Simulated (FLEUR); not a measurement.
# ZnSe (Stilleite) (F-43m) in FLEUR: further runs

One crystal, ZnSe (Stilleite), is run at these levels: LDA, PBEsol, r2SCAN; tasks: band structure.

Program: FLEUR MaX-R8.1 (later development tree). These are calculated values, not measurements. Logs are shortened: lines on timing, memory, paths and dates and some standing lists are left out, and cuts for length are marked.

**Experimental background.**

“Alloy Disordering Effects on the Thermal Conductivity and Energy Gap Temperature Dependence of Cd1−xZnxSe Ternary Crystals Grown by the Bridgman Method”, 2023, pmc:10253836 reports, for a bulk crystal of ZnSe at 300 K: band gap 2.695 ± 0.003 eV (an exciton energy, a little under the gap).

How close the calculation comes is told below.

## Step 1: The crystal as given

It takes space group F-43m (No. 216, cubic). The conventional cell has a = 5.668 Å, b = 5.668 Å, c = 5.668 Å, α = 90.00°, β = 90.00°, γ = 90.00°. Se (site symmetry -43m) is surrounded by 4 Zn at 2.45 Å. Around Zn (site symmetry -43m) lie 4 Se at 2.45 Å.

## Step 2: Band structure, LDA

Input file inp.xml:

```xml
<?xml version="1.0" encoding="UTF-8" standalone="no"?>
<fleurInput fleurInputVersion="0.39">
   <comment>
      ZnSe                                                                                                
   </comment>
   <calculationSetup>
      <cutoffs Kmax="4.56" Gmax="14.1" GmaxXC="14.1" numbands="0"/>
      <scfLoop itmax="60" minDistance="0.00001" maxIterBroyd="15" imix="Anderson" alpha="0.05" precondParam="0.0" spinf="2.0" sdNocoIR="T"/>
      <coreElectrons ctail="T" frcor="F" kcrel="0" coretail_lmax="0"/>
      <xcFunctional name="vwn" relativisticCorrections="F"/>
      <magnetism jspins="1"/>
      <soc l_soc="F" theta="0.0" phi="0.0" spav="F"/>
      <expertModes spex="0" secvar="F"/>
      <geometryOptimization l_f="F" forcealpha="1.0" forcemix="BFGS" epsdisp="0.00001" epsforce="0.00001"/>
      <ldaU l_linMix="F" mixParam="0.05" spinf="1.0"/>
   </calculationSetup>
   <cell>
      <bzIntegration valenceElectrons="36.0" mode="hist" fermiSmearingEnergy="0.00183747">
         <kPointListSelection listName="default-1"/>
         <!-- k-points included here -->
         <xi:include xmlns:xi="http://www.w3.org/2001/XInclude" href="kpts.xml"> </xi:include>
      </bzIntegration>
      <!-- symmetry operations included here -->
      <xi:include xmlns:xi="http://www.w3.org/2001/XInclude" href="sym.xml"> </xi:include>
      <bulkLattice scale="1.0">
         <bravaisMatrix>
[... 30 lines left out ...]
         <lo type="SCLO" l="0" n="3" eDeriv="0"/>
         <lo type="SCLO" l="1" n="3" eDeriv="0"/>
         <lo type="SCLO" l="1" n="3" eDeriv="1"/>
         <lo type="HELO" l="2" n="4" eDeriv="0"/>
         <lo type="HELO" l="2" n="4" eDeriv="1"/>
         <lo type="SCLO" l="3" n="4" eDeriv="2"/>
      </species>
   </atomSpecies>
   <atomGroups>
      <atomGroup species="Selenium (Se)">
         <relPos label="                   1">-1.000/4.000 -1.000/4.000 -1.000/4.000</relPos>
         <force calculate="T" relaxXYZ="TTT"/>
      </atomGroup>
      <atomGroup species="Zinc (Zn)">
         <relPos label="                   2">.0000000000 .0000000000 .0000000000</relPos>
         <force calculate="T" relaxXYZ="TTT"/>
      </atomGroup>
   </atomGroups>
   <output dos="F" band="F" slice="F">
      <checks vchk="F" cdinf="F"/>
      <bandDOS minEnergy="-.5*Htr" maxEnergy="0.5*Htr" sigma="0.015" storeEVData="T"/>
      <vacuumDOS vacdos="F" integ="F" star="F" nstars="0" locx1="0.0" locy1="0.0" locx2="0.0" locy2="0.0" nstm="0" tworkf="0.0"/>
      <unfoldingBand unfoldBand="F" supercellX="1" supercellY="1" supercellZ="1"/>
      <plotting iplot="0" polar="F">
         <plot TwoD="T" vec1="  1.0  0.0  0.0" vec2="  0.0  1.0  0.0" vec3="  0.0  0.0  1.0" zero="  0.0  0.0  0.0" file="plot"/>
      </plotting>
      <chargeDensitySlicing numkpt="0" minEigenval="0.0" maxEigenval="0.0" nnne="0" pallst="F"/>
      <specialOutput eonly="F"/>
      <moessbauerParams electricFieldGradient="T" isomerShift="T" coreHyperfine="T" valenceHyperfine="T"/>
      <magneticCircularDichroism mcd="F" energyLo="-10.0" energyUp="0.0"/>
   </output>
  <!-- We include the file relax.xml here to enable relaxations (see documentation) -->
  <xi:include xmlns:xi="http://www.w3.org/2001/XInclude" href="relax.xml"> <xi:fallback/> </xi:include>
</fleurInput>
```

Input file crystal.txt:

```
ZnSe
&input cartesian=F /
0.0000000000  2.8338000000  2.8338000000
2.8338000000  0.0000000000  2.8338000000
2.8338000000  2.8338000000  0.0000000000
1.8897261246
1.0 1.0 1.0

2
34 0.7500000000  0.7500000000  0.7500000000
30 0.0000000000  0.0000000000  0.0000000000

&kpt div1=8 div2=8 div3=8 gamma=T /
```

Input file inp.xml (bands):

```
<?xml version="1.0" encoding="UTF-8" standalone="no"?>
<fleurInput fleurInputVersion="0.39">
   <comment>
      ZnSe                                                                                                
   </comment>
   <calculationSetup>
      <cutoffs Kmax="4.56" Gmax="14.1" GmaxXC="14.1" numbands="0"/>
      <scfLoop itmax="60" minDistance="0.00001" maxIterBroyd="15" imix="Anderson" alpha="0.05" precondParam="0.0" spinf="2.0" sdNocoIR="T"/>
      <coreElectrons ctail="T" frcor="F" kcrel="0" coretail_lmax="0"/>
      <xcFunctional name="vwn" relativisticCorrections="F"/>
      <magnetism jspins="1"/>
      <soc l_soc="F" theta="0.0" phi="0.0" spav="F"/>
      <expertModes spex="0" secvar="F"/>
      <geometryOptimization l_f="F" forcealpha="1.0" forcemix="BFGS" epsdisp="0.00001" epsforce="0.00001"/>
      <ldaU l_linMix="F" mixParam="0.05" spinf="1.0"/>
   </calculationSetup>
   <cell>
      <bzIntegration valenceElectrons="36.0" mode="hist" fermiSmearingEnergy="0.00183747">
         <kPointListSelection listName="path-1"/>
         <!-- k-points included here -->
         <xi:include xmlns:xi="http://www.w3.org/2001/XInclude" href="kpts.xml"> </xi:include>
      </bzIntegration>
      <!-- symmetry operations included here -->
      <xi:include xmlns:xi="http://www.w3.org/2001/XInclude" href="sym.xml"> </xi:include>
      <bulkLattice scale="1.0">
         <bravaisMatrix>
[... 29 lines left out ...]
         <energyParameters s="4" p="4" d="3" f="4"/>
         <lo type="SCLO" l="0" n="3" eDeriv="0"/>
         <lo type="SCLO" l="1" n="3" eDeriv="0"/>
         <lo type="SCLO" l="1" n="3" eDeriv="1"/>
         <lo type="HELO" l="2" n="4" eDeriv="0"/>
         <lo type="HELO" l="2" n="4" eDeriv="1"/>
         <lo type="SCLO" l="3" n="4" eDeriv="2"/>
      </species>
   </atomSpecies>
   <atomGroups>
      <atomGroup species="Selenium (Se)">
         <relPos label="                   1">-1.000/4.000 -1.000/4.000 -1.000/4.000</relPos>
         <force calculate="T" relaxXYZ="TTT"/>
      </atomGroup>
      <atomGroup species="Zinc (Zn)">
         <relPos label="                   2">.0000000000 .0000000000 .0000000000</relPos>
         <force calculate="T" relaxXYZ="TTT"/>
      </atomGroup>
   </atomGroups>
   <output dos="F" band="T" slice="F">
      <checks vchk="F" cdinf="F"/>
      <bandDOS minEnergy="-.5*Htr" maxEnergy="0.5*Htr" sigma="0.015" storeEVData="T"/>
      <vacuumDOS vacdos="F" integ="F" star="F" nstars="0" locx1="0.0" locy1="0.0" locx2="0.0" locy2="0.0" nstm="0" tworkf="0.0"/>
      <unfoldingBand unfoldBand="F" supercellX="1" supercellY="1" supercellZ="1"/>
      <plotting iplot="0" polar="F">
         <plot TwoD="T" vec1="  1.0  0.0  0.0" vec2="  0.0  1.0  0.0" vec3="  0.0  0.0  1.0" zero="  0.0  0.0  0.0" file="plot"/>
      </plotting>
      <chargeDensitySlicing numkpt="0" minEigenval="0.0" maxEigenval="0.0" nnne="0" pallst="F"/>
      <specialOutput eonly="F"/>
      <moessbauerParams electricFieldGradient="T" isomerShift="T" coreHyperfine="T" valenceHyperfine="T"/>
      <magneticCircularDichroism mcd="F" energyLo="-10.0" energyUp="0.0"/>
   </output>
  <!-- We include the file relax.xml here to enable relaxations (see documentation) -->
  <xi:include xmlns:xi="http://www.w3.org/2001/XInclude" href="relax.xml"> <xi:fallback/> </xi:include>
</fleurInput>
```

Potentials or basis: all-electron, FLAPW.

Run with:

```
$ inpgen -f crystal.txt -profile fastHighL
$ # inp.xml edited to the form shown
$ fleur_MPI
$ fleur_MPI   # second run, on inp.xml (bands)
```

The program printed:

```text
Welcome to FLEUR        (www.flapw.de)
      MaX-Release 8.1          (www.max-centre.eu)

 ========== k-point set info ==========
 Selected k-point list: default-1
 k-point list type: mesh
 8 x 8 x 8
 Number of k points: 29

 ------------Calculation Setup---------------------------
 Number of MPI-tasks      :            1
 Number of PE/node        :            1
 Number of OMP-threads    :            1
 Most efficient MPI parallelization for:
           1          29
 Additional eigenvalue parallelization possible
 Number of basis functions:          615
 Approximate size of matrices (H+S) per k-point:         0.011 GB
 --------------------------------------------------------
 Iteration:     1   Distance:       7.17949701 me/bohr^3
 Iteration:     2   Distance:       6.22657456 me/bohr^3
 Iteration:     3   Distance:       3.88545792 me/bohr^3
 Iteration:     4   Distance:       1.72919078 me/bohr^3
 Iteration:     5   Distance:       1.28338982 me/bohr^3
 Iteration:     6   Distance:       0.54535030 me/bohr^3
 Iteration:     7   Distance:       0.28875562 me/bohr^3
 Iteration:     8   Distance:       0.07378069 me/bohr^3
 Iteration:     9   Distance:       0.02493160 me/bohr^3
 Iteration:    10   Distance:       0.01206175 me/bohr^3
 Iteration:    11   Distance:       0.00097235 me/bohr^3
 Iteration:    12   Distance:       0.00105992 me/bohr^3
 Iteration:    13   Distance:       0.00011421 me/bohr^3
 Iteration:    14   Distance:       0.00000717 me/bohr^3

 ********************************************************************
 Run finished successfully
 Stop message:
   all done
 ********************************************************************
```

output (bands):

```text
Welcome to FLEUR        (www.flapw.de)
      MaX-Release 8.1          (www.max-centre.eu)

 ========== k-point set info ==========
 Selected k-point list: path-1
 k-point list type: path
 Number of k points: 60

 ------------Calculation Setup---------------------------
 Number of MPI-tasks      :            1
 Number of PE/node        :            1
 Number of OMP-threads    :            1
 Most efficient MPI parallelization for:
           1           2           3           4           5           6          10          12          15          20          30          60
 Additional eigenvalue parallelization possible
 Number of basis functions:          615
 Approximate size of matrices (H+S) per k-point:         0.011 GB
 --------------------------------------------------------
 Fermi energy correction for insulators:
 No automatic correction of the Fermi energy has been performed.

 Note: Band structure data (together with different weights) is also stored in the banddos.hdf file.
       A convenient way of extracting and plotting the data from that file is by making use of the

 ********************************************************************
 Run finished successfully
 Stop message:
   Charge density postprocessing done.
 ********************************************************************
```

out.xml (last iteration):

```text
<iteration numberForCurrentRun="   14" overallNumber="   14">
         <energyParameters units="Htr">
            <atomicEP atomType="1" spin="1" branch="4s" branchLowest="-7.43" branchHighest="0.47" value="-0.3429497222"/>
            <atomicEP atomType="1" spin="1" branch="4p" branchLowest="-5.22" branchHighest="1.21" value="-0.0297257973"/>
            <atomicEP atomType="1" spin="1" branch="4d" branchLowest="-1.57" branchHighest="2.49" value="0.2125233827"/>
            <atomicEP atomType="1" spin="1" branch="4f" branchLowest="-9.99" branchHighest="3.42" value="0.3762045820"/>
            <loAtomicEP atomType="1" spin="1" branch="3d" branchLowest="-9.99" branchHighest="-1.57" value="-1.5761816746"/>
            <loAtomicEP atomType="1" spin="1" branch="4s" branchLowest="-7.43" branchHighest="0.47" value="-0.3429497222"/>
            <loAtomicEP atomType="1" spin="1" branch="4p" branchLowest="-5.22" branchHighest="1.21" value="-0.0322137096"/>
            <loAtomicEP atomType="1" spin="1" branch="4f" branchLowest="-9.99" branchHighest="3.42" value="0.3762081407"/>
            <atomicEP atomType="2" spin="1" branch="4s" branchLowest="-4.42" branchHighest="1.52" value="-0.0294607059"/>
            <atomicEP atomType="2" spin="1" branch="4p" branchLowest="-2.75" branchHighest="2.19" value="0.1346727834"/>
            <atomicEP atomType="2" spin="1" branch="3d" branchLowest="-9.99" branchHighest="0.00" value="-0.0819657268"/>
            <atomicEP atomType="2" spin="1" branch="4f" branchLowest="-9.99" branchHighest="3.83" value="0.4690544798"/>
            <loAtomicEP atomType="2" spin="1" branch="3s" branchLowest="-42.17" branchHighest="-4.42" value="-4.4246799355"/>
            <loAtomicEP atomType="2" spin="1" branch="3p" branchLowest="-36.56" branchHighest="-2.75" value="-2.7587747237"/>
            <loAtomicEP atomType="2" spin="1" branch="3p" branchLowest="-36.56" branchHighest="-2.75" value="-2.7587747237"/>
            <heloAtomicEP atomType="2" spin="1" branch="4d" branchLowest="2.46" branchHighest="2.46" value="2.4611328321"/>
            <heloAtomicEP atomType="2" spin="1" branch="4d" branchLowest="2.46" branchHighest="2.46" value="2.4611328321"/>
            <loAtomicEP atomType="2" spin="1" branch="4f" branchLowest="-9.99" branchHighest="3.83" value="0.4690576524"/>
         </energyParameters>
         <eigenvalues>
            <eigenvaluesAt spin="1" ikpt="1" k_x="0.00000000" k_y="0.00000000" k_z="0.00000000">
                      -4.4246741220       -2.7573987538       -2.7573987538       -2.7573987538       -1.5782098093
                      -1.5782098093       -1.5782098093       -1.5780336235       -1.5780336235       -0.3412439979
                      -0.0965032440       -0.0965032440       -0.0965032440       -0.0832677569       -0.0832677569
                       0.1482393146        0.1482393146        0.1482393146        0.1862717233        0.3584226337
                       0.3584226337        0.3584226337        0.5026820697        0.5713694927        0.5713694927
                       0.6216145826        0.6216145826        0.6216145826
            </eigenvaluesAt>
            <eigenvaluesAt spin="1" ikpt="2" k_x="0.00000000" k_y="0.00000000" k_z="0.12500000">
[... 52 lines left out ...]
            <totalCharge value="63.9999999973"/>
         </allElectronCharges>
         <moessbauerParams unitsHFF="kG" unitsIS="e/bohr^3" unitsEFG="Htr/bohr^2">
            <coreIsomerShift atomType="1" isTotal="39786.09132">
               <shell n="1" l="0" isomerShift="35524.46895"/>
               <shell n="2" l="0" isomerShift="3641.47908"/>
               <shell n="2" l="1" isomerShift="36.72305"/>
               <shell n="3" l="0" isomerShift="577.53627"/>
               <shell n="3" l="1" isomerShift="5.88397"/>
            </coreIsomerShift>
            <coreIsomerShift atomType="2" isTotal="24743.06224">
               <shell n="1" l="0" isomerShift="22509.87746"/>
               <shell n="2" l="0" isomerShift="2216.33429"/>
               <shell n="2" l="1" isomerShift="16.85049"/>
            </coreIsomerShift>
            <isomerShift atomType="1" nucleusRadius="0.0001013" averageDensity="39841.79382"/>
            <isomerShift atomType="2" nucleusRadius="0.0000952" averageDensity="25084.84973"/>
            <electricFieldGradient atomType="1" VXX="0.00000" VYY="0.00000" VZZ="0.00000" asymParam="0.00000">
            </electricFieldGradient>
            <electricFieldGradient atomType="2" VXX="0.00000" VYY="0.00000" VZZ="0.00000" asymParam="0.00000">
            </electricFieldGradient>
         </moessbauerParams>
         <totalEnergy                                    value="    -4220.6074243232" units="Htr">
            <sumOfEigenvalues                            value="    -2433.0596726776">
               <coreElectrons value="-2390.7179531060"/>
               <valenceElectrons value="-42.3417195716"/>
            </sumOfEigenvalues>
            <densityCoulombPotentialIntegral value="-6539.1737194387"/>
            <densityEffectivePotentialIntegral value="-6742.9158148975"/>
            <chargeDenXCDenIntegral value="-153.8287185247"/>
            <FockExchangeEnergyValence value="0.0000000000"/>
            <FockExchangeEnergyCore value="0.0000000000"/>
            <atomTypeDependentContributions atomType="1">
               <electronNucleiInteractionDifferentMTs value="2919.2563231401"/>
               <MadelungTerm value="-18.8329766166"/>
            </atomTypeDependentContributions>
            <atomTypeDependentContributions atomType="2">
               <electronNucleiInteractionDifferentMTs value="2156.4155367216"/>
               <MadelungTerm value="-12.5431518206"/>
            </atomTypeDependentContributions>
            <tkbTimesEntropy value="0.0000000000"/>
            <freeEnergy value="-4220.6074243232"/>
            <extrapolationTo0K value="-4220.6074243232"/>
         </totalEnergy>
         <densityConvergence units="me/bohr^3">
            <chargeDensity spin="1" distance="0.0000071687"/>
         </densityConvergence>
      </iteration>
```

It took 3.2 min on 1 thread of Intel Xeon at 2.50GHz (Skylake/Cascade Lake), shared host; peak memory 0.08 GiB.

Results:

```
Free energy                                           : -114848.5788 eV
Band gap on the k mesh                                : 1.03 eV, direct
Band gap along the path                               : 1.03 eV, direct
Valence electrons inside the program's atomic spheres : Se 13.79; Zn 18.44 (radii Se 2.15, Zn 2.15 bohr)
```

Levels at the corners of the path, in eV from the valence-band top:
| point | band 15 | band 16 | band 17 | band 18 | band 19 | band 20 | band 21 | band 22 |
| --- | --- | --- | --- | --- | --- | --- | --- | --- |
| Γ | -6.30 | 0.00 | 0.00 | 0.00 | 1.03 | 5.72 | 5.72 | 5.72 |
| X | -6.12 | -4.82 | -2.20 | -2.20 | 2.82 | 3.33 | 10.50 | 11.09 |
| W | -6.00 | -4.75 | -2.80 | -2.69 | 5.35 | 5.45 | 6.81 | 7.57 |
| K | -6.03 | -4.78 | -3.12 | -1.80 | 3.43 | 5.48 | 8.88 | 9.17 |
| Γ | -6.30 | 0.00 | 0.00 | 0.00 | 1.03 | 5.72 | 5.72 | 5.72 |
| L | -6.14 | -5.29 | -0.87 | -0.87 | 2.36 | 6.30 | 6.30 | 8.35 |
| U | -6.03 | -4.78 | -3.12 | -1.80 | 3.43 | 5.48 | 8.88 | 9.17 |
| W | -6.00 | -4.75 | -2.80 | -2.69 | 5.35 | 5.45 | 6.81 | 7.57 |
| L | -6.14 | -5.29 | -0.87 | -0.87 | 2.36 | 6.30 | 6.30 | 8.35 |
| K | -6.03 | -4.78 | -3.12 | -1.80 | 3.43 | 5.48 | 8.88 | 9.17 |
| U | -6.03 | -4.78 | -3.12 | -1.80 | 3.43 | 5.48 | 8.88 | 9.17 |
| X | -6.12 | -4.82 | -2.20 | -2.20 | 2.82 | 3.33 | 10.50 | 11.09 |

Core levels (eV from the Fermi level):
```tsv
atom	levels
1 Se	1s1/2 -12473.1, 2s1/2 -1597.6, 2p1/2 -1433.9, 2p3/2 -1392.3, 3s1/2 -206.2, 3p1/2 -150.2, 3p3/2 -144.3
2 Zn	1s1/2 -9500.7, 2s1/2 -1151.7, 2p1/2 -1015.0, 2p3/2 -991.2
```

## Step 3: Band structure, PBEsol

Changes to inp.xml since step 2:

```diff
@@ -9,3 +9,3 @@
       <coreElectrons ctail="T" frcor="F" kcrel="0" coretail_lmax="0"/>
-      <xcFunctional name="vwn" relativisticCorrections="F"/>
+      <xcFunctional name="PBEs" relativisticCorrections="F"/>
       <magnetism jspins="1"/>
```

crystal.txt is that of step 2.

Changes to inp.xml (bands) since step 2:

```diff
@@ -9,3 +9,3 @@
       <coreElectrons ctail="T" frcor="F" kcrel="0" coretail_lmax="0"/>
-      <xcFunctional name="vwn" relativisticCorrections="F"/>
+      <xcFunctional name="PBEs" relativisticCorrections="F"/>
       <magnetism jspins="1"/>
```

Potentials or basis: all-electron, FLAPW.

Run with:

```
$ inpgen -f crystal.txt -profile fastHighL
$ # inp.xml edited to the form shown
$ fleur_MPI
$ fleur_MPI   # second run, on inp.xml (bands)
```

Run time: 3.6 min. Hardware: 1 thread of Intel Xeon at 2.50GHz (Skylake/Cascade Lake), shared host; peak memory 0.07 GiB.

The run converged. Its results:

| Item | Value |
| --- | --- |
| Free energy | -114923.3009 eV |
| Band gap on the k mesh | 1.17 eV, direct |
| Band gap along the path | 1.17 eV, direct |
| Valence electrons inside the program's atomic spheres | Se 13.78; Zn 18.43 (radii Se 2.15, Zn 2.15 bohr) |

Levels at the corners of the path, in eV from the valence-band top:
```tsv
point	band 14	band 15	band 16	band 17	band 18	band 19	band 20	band 21	band 22	band 23
Γ	-6.19	-6.19	0.00	0.00	0.00	1.17	5.75	5.75	5.75	9.75
X	-6.14	-6.01	-4.78	-2.20	-2.20	2.85	3.38	10.60	11.18	11.18
W	-6.22	-5.88	-4.71	-2.79	-2.70	5.36	5.52	6.87	7.59	11.62
K	-6.16	-5.92	-4.75	-3.13	-1.81	3.48	5.53	8.93	9.21	9.45
Γ	-6.19	-6.19	0.00	0.00	0.00	1.17	5.75	5.75	5.75	9.75
L	-6.17	-6.03	-5.27	-0.87	-0.87	2.45	6.32	6.32	8.40	10.81
U	-6.16	-5.92	-4.75	-3.13	-1.81	3.48	5.53	8.93	9.21	9.45
W	-6.22	-5.88	-4.71	-2.79	-2.70	5.36	5.52	6.87	7.59	11.62
L	-6.17	-6.03	-5.27	-0.87	-0.87	2.45	6.32	6.32	8.40	10.81
K	-6.16	-5.92	-4.75	-3.13	-1.81	3.48	5.53	8.93	9.21	9.45
U	-6.16	-5.92	-4.75	-3.13	-1.81	3.48	5.53	8.93	9.21	9.45
X	-6.14	-6.01	-4.78	-2.20	-2.20	2.85	3.38	10.60	11.18	11.18
```

Core levels (eV from the Fermi level):
```tsv
atom	levels
1 Se	1s1/2 -12484.9, 2s1/2 -1599.0, 2p1/2 -1434.1, 2p3/2 -1392.4, 3s1/2 -206.8, 3p1/2 -150.4, 3p3/2 -144.6
2 Zn	1s1/2 -9510.9, 2s1/2 -1152.9, 2p1/2 -1015.1, 2p3/2 -991.3
```

[end of part 1 of 2]
